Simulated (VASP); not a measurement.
## Al: relaxation of cell and atoms with PBE

Al:

```
Al
1.0
     0.00000    2.01964    2.01964
     2.01964    0.00000    2.01964
     2.01964    2.01964    0.00000
Al
1
Direct
  0.00000 0.00000 0.00000
```

```
Program                : VASP 6.6.1
Task                   : relaxation of cell and atoms
Functional             : PBE
Potentials or basis    : VASP PAW PBE potentials, release 64 (Al)
Cutoff                 : 600 eV
k mesh                 : 16 × 16 × 16
Occupations            : methfessel-paxton, width 0.1 eV
Spin                   : no spin polarisation
Further INCAR settings : ALGO = Normal; EDIFF = 1e-07; IBRION = 2; EDIFFG = -0.005; NSW = 90; ISIF = 3
```

```yaml
Pressure_after_relaxing: 0.0 GPa
Band_gap_on_the_k_mesh: none (metal or under the smearing width)
```

Final structure:
```yaml
crystal:
  lattice:
    - [0.00000, 2.01964, 2.01964]
    - [2.01964, 0.00000, 2.01964]
    - [2.01964, 2.01964, 0.00000]
  atoms:
    - { symbol: Al, position: [0.00000, 0.00000, 0.00000] }
```

Levels at points of the mesh, in eV from the Fermi level:
```tsv
k point	band 1	band 2	band 3	band 4
(0.00, 0.00, 0.00)	-11.19	12.59	12.59	12.59
(0.50, 0.00, 0.00)	-4.64	-4.42	11.38	11.38
(0.50, 0.50, 0.00)	-2.97	-1.64	5.22	5.56
```

Wall time 3.4 s on 1 thread of Intel(R) Xeon(R) 6975P-C (Granite Rapids) (shared host), peak memory 0.14 GiB.

Caveat: the relaxation stopped at its first step, so nothing moved.
